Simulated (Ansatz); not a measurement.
Clean, relaxed (110) surface of MoS$_{2}$, space group R3m (No. 160) (top face towards +c; atoms held fixed, by place in the list: 1, 2, 3, 4, 5, 6):

```
CELL_PARAMETERS angstrom
5.46107 0.00000 0.00000
1.82036 5.99653 0.00000
0.00000 0.00000 23.30590
ATOMIC_POSITIONS crystal
Mo 0.49998 0.00005 0.36471
S 0.74644 0.26068 0.36471
S 0.92028 0.73917 0.36471
Mo 0.99998 0.00005 0.43236
S 0.24644 0.26068 0.43236
S 0.42028 0.73917 0.43236
Mo 0.49140 0.00005 0.50101
S 0.74705 0.25430 0.50210
S 0.91761 0.74525 0.50213
Mo 0.00625 0.00009 0.57189
S 0.23735 0.26660 0.56792
S 0.41642 0.73175 0.56768
Mo 0.51676 0.99887 0.62812
S 0.73613 0.25773 0.63963
S 0.91190 0.74305 0.64055
```

All numbers below come from Ansatz 0.2.0, DFT PBE+D3(BJ), scalar-relativistic, plane waves, PAW. Cutoff 420 eV; k points 5×5×1 on the computed 15-atom cell (Γ-centred); Gaussian smearing, width 0.05 eV; no spin polarisation. A dipole correction removes the field between periodic images along c.

With the adsorbate the run is spin-polarised, so any moments that the slab's own atoms take up count into E_ads.

S (atom) is put at the hollow (Mo-S-S) at (0.05, 0.33) site, one adsorbate per 32.7 Å², and relaxed. E_ads counts from the clean slab and the free adsorbate (spin-polarised where it has unpaired electrons); negative means bound. Heights count from the highest slab atom after relaxation. Bonded neighbours lie within 1.25 times the sum of covalent radii (1.35 for H) and, on that scale, within 12 % of the closest. With the adsorbate the cell is lengthened along c to keep the vacuum.

Q: How strongly does it bind, and where does its anchoring atom end?

A: -5.23 eV; at (0.17, 0.00), 1 bonded neighbour (Mo).

Q: How high does its anchoring atom sit over the highest slab atom, and what is the shortest contact with the surface?

A: 0.98 Å; S–Mo 2.19 Å.

Q: The clean slab's gap is 0.13 eV. What is it with the adsorbate?

A: 0.08 eV.

Each end is the local minimum or symmetric point that its start leads to. The slab is only 6.3 Å thick, so the energies aren't converged with thickness.

An atom lies near a switch of its D3 coefficient C6 between reference coordination numbers, so the dispersion energy changes steeply there and can make or shift the minimum.